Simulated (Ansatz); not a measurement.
# SiC: the cost of one run

Method: DFT r2SCAN, scalar-relativistic, plane waves, PAW, in Ansatz 0.2.0.

2 further runs of the same task are left out: 2 set aside as unsound or not needed. Runs told in other sessions of the task aren't counted.

## (1) The structure to begin with

The structure is hexagonal, space group P6_3mc (No. 186). The conventional cell has a = 3.075 Å, b = 3.075 Å, c = 5.048 Å, α = 90.00°, β = 90.00°, γ = 120.00°. Around Si (site symmetry 3m) lie 4 C at 1.88 to 1.90 Å. C (site symmetry 3m) is surrounded by 4 Si at 1.88 to 1.90 Å.

Coordinates:

```cif
data_structure
_symmetry_space_group_name_H-M 'P6_3mc'
_symmetry_Int_Tables_number 186
_cell_length_a 3.0752
_cell_length_b 3.0752
_cell_length_c 5.0482
_cell_angle_alpha 90.000
_cell_angle_beta 90.000
_cell_angle_gamma 120.000
_cell_volume 41.34
loop_
_atom_site_label
_atom_site_type_symbol
_atom_site_symmetry_multiplicity
_atom_site_Wyckoff_symbol
_atom_site_fract_x
_atom_site_fract_y
_atom_site_fract_z
_atom_site_occupancy
Si1 Si 2 b 0.33333 0.66667 0.00460 1
C1 C 2 b 0.33333 0.66667 0.38040 1
```

It is the result of an earlier relaxation at this level (volume 10.34 Å³/atom; gap on the mesh: 2.65 eV).

## (2) Zero of the scan

input.yaml reads:

```yaml
crystal:
  lattice:
    - [3.0751950059, 0.0, 0.0]
    - [-1.5375975029, 2.6631969967, 0.0]
    - [0.0, 0.0, 5.0481668544]
  atoms:
    - { symbol: Si, position: [0.3333333333, 0.6666666667, 0.0046028828] }
    - { symbol: Si, position: [0.6666666667, 0.3333333333, 0.5046028828] }
    - { symbol: C, position: [0.3333333333, 0.6666666667, 0.3803971172] }
    - { symbol: C, position: [0.6666666667, 0.3333333333, 0.8803971172] }
basis:
  ecutwfc: 500
kpoints:
  mp_grid: { grid: [12, 12, 6] }
hamiltonian:
  xc: r2scan
scf:
  occupations: { method: gaussian, width: 0.05 }
output:
  forces: true
  stress: true
  eigenvalues: true
```

Command:

```sh
> ansatz run input.yaml --threads 1 --pin off --max-ram 2560MiB --backend cpu --events-out ev --progress --plain --runs-dir out
```

**Question.** How long does this run take on 1 thread of Intel Xeon at 2.50GHz (Skylake/Cascade Lake), shared host, and how much memory does it need?

About 14 s, with a peak of 0.47 GiB.
